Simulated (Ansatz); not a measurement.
All numbers below come from DFT PBE, scalar-relativistic, plane waves, PAW (Ansatz 0.2.0).

Settings: cutoff 420 eV, Γ-centred mesh 6×6×4 on the computed 4-atom cell, Gaussian smearing of 0.02 eV; no spin polarisation.

Structure with the computed forces (eV/Å) in the last three columns:

```xyz
4
Lattice="4.3624 0.0000 0.0000 0.0000 4.3624 0.0000 0.0000 0.0000 5.3895" Properties=species:S:1:pos:R:3:forces:R:3 pbc="T T T" pressure_GPa=-19.33
N     3.8995    3.8995    0.0000   10.1780   10.1780    0.0000
N     2.6441    1.7183    2.6947  -10.1780   10.1780    0.0000
N     0.4629    0.4629    0.0000  -10.1780  -10.1780    0.0000
N     1.7183    2.6441    2.6947   10.1780  -10.1780    0.0000
```

Stress tensor (GPa, compression positive):

```
-29.18   0.00   0.00
  0.00 -29.18   0.00
  0.00   0.00   0.35
```

The cell holds molecules, and where no dispersion correction was added their binding is poorly described.